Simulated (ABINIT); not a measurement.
# Si2W (I4/mmm) in ABINIT: settings compared

One crystal, Si2W, is run at these levels: PBEsol, LDA, r2SCAN; tasks: single point.

Everything below comes from runs of ABINIT 10.8.3 (patched build). Logs are shortened: lines on timing, memory, paths and dates and some standing lists are left out, and cuts for length are marked. The log counts tension as positive stress, the text compression.

## (1) The structure

Symmetry: I4/mmm, No. 139, tetragonal system. The conventional cell has a = 3.214 Å, b = 3.214 Å, c = 7.830 Å, α = 90.00°, β = 90.00°, γ = 90.00°. W (site symmetry 4/mmm) has 10 Si at 2.62 Å as nearest neighbours. Around Si (site symmetry 4mm) lie 5 Si at 2.59 to 2.63 Å and 5 W at 2.62 Å.

## (2) Single point, PBEsol

File run.abi:

```
# Pseudopotentials
pp_dirpath "./"
pseudos "W.GGA_PBE-JTH.xml, Si.GGA_PBE-JTH.xml"

# Structure
acell 8.5542390769 8.5542390769 8.5542390769
rprim
    -0.3549820016     0.3549820016     0.8648558013
     0.3549820016    -0.3549820016     0.8648558013
     0.3549820016     0.3549820016    -0.8648558013
ntypat 2
znucl 74 14
natom 3
typat 1 2 2
xred
     0.0000000000     0.0000000000     0.0000000000
     0.6653000000     0.6653000000     0.0000000000
     0.3347000000     0.3347000000     0.0000000000

# Plane-wave basis
ecut 408.170794 eV
pawecutdg 30.0

# k points
kptopt 1
ngkpt 16 16 16
nshiftk 1
shiftk 0.0 0.0 0.0

# Exchange and correlation
ixc -116133

# Bands and occupations
nband 15
occopt 3
tsmear 0.05 eV

# SCF cycle
nstep 100
tolvrs 1.0e-9

# Output
iomode 3
prtwf 0
prtden 0
prteig 0
prtebands 0
enunit 2
```

Potentials or basis: JTH PAW PBE v2.0.

Command:

```
> abinit run.abi > log 2>&1
```

run.abo:

```text
.Version 10.8.3 of ABINIT
 Symmetries : space group I4/m m m (#139); Bravais tI (body-center tetrag.)
================================================================================
 Values of the parameters that define the memory need of the present run
     intxc =       0    ionmov =       0      iscf =      17    lmnmax =      18
     lnmax =       6     mgfft =      30  mpssoang =       3    mqgrid =    3001
     natom =       3  nloc_mem =       2    nspden =       1   nspinor =       1
    nsppol =       1      nsym =      16    n1xccc =       1    ntypat =       2
    occopt =       3   xclevel =       2
       mpw =         779          nfft =       27000          nkpt =         349
 PAW method is used; the additional fine FFT grid is defined by:
   mgfftf=        45    nfftf =     91125
================================================================================
================================================================================

--------------------------------------------------------------------------------
------------- Echo of variables that govern the present computation ------------
--------------------------------------------------------------------------------
 -outvars: echo values of preprocessed input variables --------
            acell      8.5542390769E+00  8.5542390769E+00  8.5542390769E+00 Bohr
              amu      1.83850000E+02  2.80855000E+01
             ecut      1.50000000E+01 Hartree
           enunit           2
                       outvar_i_n : Printing only first  50 k-points.
              ixc     -116133
                       outvar_i_n : Printing only first  50 k-points.
         kptrlatt       16    0    0      0   16    0      0    0   16
          kptrlen      9.71712291E+01
            natom           3
            nband          15
            ngfft          30      30      30
          ngfftdg          45      45      45
             nkpt         349
            nstep         100
             nsym          16
           ntypat           2
                       prtocc : prtvol=0, do not print more k-points.
           occopt           3
        pawecutdg      3.00000000E+01 Hartree
         pawxcdev           0
           prtden           0
        prtebands           0
           prteig           0
            prtwf           0
            rprim     -3.5498200160E-01  3.5498200160E-01  8.6485580130E-01
                       3.5498200160E-01 -3.5498200160E-01  8.6485580130E-01
                       3.5498200160E-01  3.5498200160E-01 -8.6485580130E-01
          spgroup         139
           tolvrs      1.00000000E-09
           tsmear      1.83746611E-03 Hartree
            typat      1  2  2
           useylm           1
                       outvars : Printing only first  50 k-points.
           xangst      0.0000000000E+00  0.0000000000E+00  0.0000000000E+00
                      -3.2876152788E-16  2.4589103253E-16  5.2092324663E+00
                      -1.1862256997E-16  7.6931972047E-17  2.6206675281E+00
            xcart      0.0000000000E+00  0.0000000000E+00  0.0000000000E+00
                      -6.2126924843E-16  4.6466670829E-16  9.8440226875E+00
[... 183 lines left out ...]
 length scales=  8.554239076900  8.554239076900  8.554239076900 bohr
              =  4.526708373040  4.526708373040  4.526708373040 angstroms
 Fermi (or HOMO) energy (hartree) =   0.39271   Average Vxc (hartree)=  -0.46083
 Eigenvalues (hartree) for nkpt= 349  k points:
 kpt#   1, nband= 15, wtk=  0.00024, kpt=  0.0000  0.0000  0.0000 (reduced coord)
  -2.32057   -1.00675   -1.00605   -1.00605   -0.12454    0.14063    0.25595    0.26964
   0.28838    0.28838    0.41560    0.49495    0.50249    0.50724    0.50724
      occupation numbers for kpt#   1
   2.00000    2.00000    2.00000    2.00000    2.00000    2.00000    2.00000    2.00000
   2.00000    2.00000    0.00001    0.00000    0.00000    0.00000    0.00000
 prteigrs : prtvol=0 or 1, do not print more k-points.

 Fermi (or HOMO) energy (eV) =  10.68615   Average Vxc (eV)= -12.53973
 Eigenvalues (   eV  ) for nkpt= 349  k points:
 kpt#   1, nband= 15, wtk=  0.00024, kpt=  0.0000  0.0000  0.0000 (reduced coord)
 -63.14584  -27.39506  -27.37593  -27.37593   -3.38879    3.82666    6.96472    7.33716
   7.84718    7.84718   11.30898   13.46829   13.67348   13.80258   13.80258
 prteigrs : prtvol=0 or 1, do not print more k-points.

--- !EnergyTerms
iteration_state     : {dtset: 1, }
comment             : Components of total free energy in Hartree
kinetic             :  1.02406368497259E+01
hartree             :  1.59809645110479E+01
xc                  : -1.25248905117370E+01
Ewald energy        : -6.26385811297711E+01
psp_core            :  4.55822391509280E+00
local_psp           : -3.95747175193009E+01
PAW spherical_terms :  6.85205914802557E+00
internal            : -7.71063047369169E+01
'-kT*entropy'       : -7.44743386348210E-05
total_energy        : -7.71063792112555E+01
total_energy_eV     : -2.09817146674655E+03
...

--- !EnergyTermsDC
iteration_state     : {dtset: 1, }
comment             : '"Double-counting" decomposition of free energy'
band_energy         : -7.85097955987259E+00
Ewald energy        : -6.26385811297711E+01
psp_core            :  4.55822391509280E+00
xc_dc               : -2.05699703090882E+01
PAW spherical_terms :  9.39500132126934E+00
internal            : -7.71063057623697E+01
'-kT*entropy'       : -7.44743386348210E-05
total_energy_dc     : -7.71063802367084E+01
total_energy_dc_eV  : -2.09817149465055E+03
...

--- !EnergyTermsWithPAWCore
iteration_state     : {dtset: 1, }
comment             : 'Components of total free energy, including PAW core contributions'
Total energy        : -1.67173268749154E+04
Total energy DC     : -1.67173268759408E+04
Total energy (eV)   : -4.54901638593641E+05
Total energy DC (eV): -4.54901638621545E+05
...

 Cartesian components of stress tensor (hartree/bohr^3)
  sigma(1 1)=  9.10281970E-05  sigma(3 2)=  0.00000000E+00
  sigma(2 2)=  9.10281970E-05  sigma(3 1)=  0.00000000E+00
  sigma(3 3)=  7.37113135E-05  sigma(2 1)=  0.00000000E+00

-Cartesian components of stress tensor (GPa)         [Pressure= -2.5083E+00 GPa]
- sigma(1 1)=  2.67814202E+00  sigma(3 2)=  0.00000000E+00
- sigma(2 2)=  2.67814202E+00  sigma(3 1)=  0.00000000E+00
- sigma(3 3)=  2.16866172E+00  sigma(2 1)=  0.00000000E+00

== END DATASET(S) ==============================================================
================================================================================

 -outvars: echo values of variables after computation  --------
            acell      8.5542390769E+00  8.5542390769E+00  8.5542390769E+00 Bohr
           etotal     -7.7106380237E+01
            fcart     -4.1873014269E-20 -4.1873014269E-20 -1.8070036208E-20
                       1.8529007326E-20  1.8529007326E-20  3.8451956154E-04
                       2.3344006943E-20  2.3344006943E-20 -3.8451956154E-04
            rprim     -3.5498200160E-01  3.5498200160E-01  8.6485580130E-01
                       3.5498200160E-01 -3.5498200160E-01  8.6485580130E-01
                       3.5498200160E-01  3.5498200160E-01 -8.6485580130E-01
           strten      9.1028197029E-05  9.1028197029E-05  7.3711313549E-05
                       0.0000000000E+00  0.0000000000E+00  0.0000000000E+00
           xangst      0.0000000000E+00  0.0000000000E+00  0.0000000000E+00
                      -3.2876152788E-16  2.4589103253E-16  5.2092324663E+00
                      -1.1862256997E-16  7.6931972047E-17  2.6206675281E+00
             xred      0.0000000000E+00  0.0000000000E+00  0.0000000000E+00
                       6.6530000000E-01  6.6530000000E-01 -2.5785828431E-17
                       3.3470000000E-01  3.3470000000E-01 -1.2972368519E-17
 Calculation completed.
```

Run time: 7 min. Hardware: 1 thread of Intel Xeon 6975P-C (Granite Rapids), shared host; peak memory 0.24 GiB.

Results:

```
Free energy                                           : -2098.1715 eV
Largest force                                         : 0.020 eV/Å
Band gap on the k mesh                                : none (metal or under the smearing width)
Valence electrons inside the program's atomic spheres : W 11.88; Si 1.55
```

Forces on the atoms (eV/Å):
```
W    0.000  0.000  0.000
Si   0.000  0.000  0.020
Si   0.000  0.000 -0.020
```

Levels at points of the mesh, in eV from the Fermi level:
```
           k point  band 7  band 8  band 9  band 10  band 11  band 12  band 13  band 14  band 15
(0.00, 0.00, 0.00)   -3.72   -3.35   -2.84    -2.84     0.62     2.78     2.99     3.12     3.12
(0.50, 0.00, 0.00)   -5.75   -4.85   -2.79    -2.77    -0.42     2.69     2.83     3.98     4.43
(0.50, 0.50, 0.00)   -6.00   -5.47   -5.01    -3.25    -1.75     2.84     2.96     3.12     3.93
(0.50, 0.50, 0.50)   -3.86   -2.57   -0.83    -0.83    -0.49    -0.49     0.79     4.54     4.88
```

Caveat: the cutoff is too short for stress, so the log's stress isn't used; the PAW data sets were made with another functional, which shifts forces and pressure a little.

## (3) Single point, LDA

File run.abi:

```
# Pseudopotentials
pp_dirpath "./"
pseudos "W.LDA_PW-JTH.xml, Si.LDA_PW-JTH.xml"

# Structure
acell 4.5267083761 4.5267083761 4.5267083761 Angstrom
rprim
    -0.3549820016     0.3549820016     0.8648558013
     0.3549820016    -0.3549820016     0.8648558013
     0.3549820016     0.3549820016    -0.8648558013
ntypat 2
znucl 74 14
natom 3
typat 1 2 2
xcart
     0.0000000000     0.0000000000     0.0000000000
     0.0000000000     0.0000000000     5.2092324700
     0.0000000000     0.0000000000     2.6206675300 Angstrom

# Plane-wave basis
ecut 15.0
pawecutdg 30.0

# k points
kptopt 1
ngkpt 7 7 7
nshiftk 1
shiftk 0.0 0.0 0.0

# Exchange and correlation
ixc 7

# Bands and occupations
nband 15
occopt 3
tsmear 0.05 eV

# SCF cycle
nstep 100
tolvrs 1.0e-9

# Output
iomode 3
prtwf 0
prtden 0
prteig 0
prtebands 0
```

Potentials or basis: JTH PAW LDA v2.0.

Command:

```
> abinit run.abi > log 2>&1
```

It took 42 s on 1 thread of Intel Xeon 6975P-C (Granite Rapids), shared host; peak memory 0.11 GiB.

It converged, with:

```
Free energy                                           : -2106.8110 eV
Largest force                                         : 0.087 eV/Å
Band gap on the k mesh                                : none (metal or under the smearing width)
Valence electrons inside the program's atomic spheres : W 11.90; Si 1.57
```

Forces in eV/Å, atoms in the order of the input:
```
W    0.000  0.000  0.000
Si   0.000  0.000 -0.087
Si   0.000  0.000  0.087
```

Levels at points of the mesh, in eV from the Fermi level:
| k point | band 9 | band 10 | band 11 | band 12 | band 13 | band 14 |
| --- | --- | --- | --- | --- | --- | --- |
| (0.00, 0.00, 0.00) | -2.77 | -2.77 | 0.68 | 2.79 | 3.16 | 3.19 |

Caveat: the k mesh is coarse (spacing up to 0.39 Å⁻¹), so the values aren't converged; the cutoff is too short for stress, so the log's stress isn't used. Spin-orbit coupling is left out, which matters for the levels of W.

(Part 1 of 2 ends here.)
